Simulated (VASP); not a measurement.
Ni: relaxation of cell and atoms with BLYP+D4

The system is Ni.

```xyz
2
Lattice="-0.0212 1.7678 1.7306 1.7426 -0.0216 1.7310 3.4053 3.4564 0.0368" Properties=species:S:1:pos:R:3 pbc="T T T"
Ni    0.0371    1.7503    1.6826
Ni    1.7397    3.4785    1.7010
```

The cell isn't the ideal one: cell strained at random at fixed volume.

```yaml
Program: VASP 6.6.1
Task: relaxation of cell and atoms
Functional: BLYP
Dispersion: D4
Potentials_or_basis: VASP PAW PBE potentials, release 64 (Ni)
Cutoff: 600 eV
k_mesh: 13 × 13 × 7
Occupations: methfessel-paxton, width 0.2 eV
Spin: collinear spin, antiferromagnetic start
Starting_moments: "[1.0, -1.0] μB"
Supercell_matrix: "[1, 0, 0, 0, 1, 0, 0, 0, 2]"
Further_INCAR_settings: ALGO = Normal; EDIFF = 1e-06; IBRION = 2; EDIFFG = -0.01; NSW = 60; ISIF = 3
```

The relaxed volume is 10.66 Å³/atom, the relaxed cell is a = 2.465 Å, b = 2.467 Å, c = 4.954 Å, α = 60.06°, β = 60.04°, γ = 60.08° and the space group after relaxing (to 0.05 Å) is Fm-3m (No. 225). The energy gained by relaxing is 8.6 meV/atom and the ionic steps are 9. The pressure after relaxing is 0.0 GPa, the band gap on the k mesh is none (metal or under the smearing width) and the net moment is 0.00 μB per cell. The site moments are Ni +0.25, -0.25 μB, the valence electrons inside the program's atomic spheres are Ni 9.39 and the dispersion energy per atom is -0.901 eV.

Stress tensor (GPa, compression positive):
```
 0.00 -0.10 -0.13
-0.10  0.02  0.10
-0.13  0.10  0.07
```

The path:
```tsv
step	energy change (eV)	largest force (eV/Å)	pressure (GPa)	volume (Å³)
1	0.0000	0.0000	3.55	20.98
2	-0.0112	0.0000	-3.36	21.69
3	-0.0123	0.0000	-1.85	21.53
4	-0.0168	0.0000	-0.09	21.34
5	-0.0168	0.0000	0.02	21.33
6	-0.0168	0.0000	0.18	21.31
7	-0.0168	0.0000	0.04	21.32
8	-0.0170	0.0000	0.04	21.32
9	-0.0172	0.0000	0.03	21.33
```

Final structure:
```yaml
crystal:
  lattice:
    - [0.00127, 1.74506, 1.74031]
    - [1.74690, -0.00068, 1.74208]
    - [3.50321, 3.50222, -0.01070]
  atoms:
    - { symbol: Ni, position: [0.96458, 0.00739, 0.01310] }
    - { symbol: Ni, position: [0.96458, 0.00739, 0.51310] }
```

Levels at points of the mesh, in eV from the Fermi level:
Spin up:
| k point | band 7 | band 8 | band 9 | band 10 | band 11 | band 12 | band 13 | band 14 |
| --- | --- | --- | --- | --- | --- | --- | --- | --- |
| (0.00, 0.00, 0.00) | -1.84 | -0.81 | -0.80 | -0.03 | -0.03 | 0.02 | 6.17 | 22.97 |
Spin down:
| k point | band 7 | band 8 | band 9 | band 10 | band 11 | band 12 | band 13 | band 14 |
| --- | --- | --- | --- | --- | --- | --- | --- | --- |
| (0.00, 0.00, 0.00) | -1.84 | -0.81 | -0.80 | -0.03 | -0.03 | 0.02 | 6.17 | 22.97 |

It took 22 min on 1 thread of Intel(R) Xeon(R) Platinum 8559C (Emerald Rapids), with other jobs on the host, peak memory 0.45 GiB.

Caveat: the PAW data sets were made with another functional, which shifts forces and pressure a little; pairwise dispersion overbinds metals, which lowers pressure and volume.
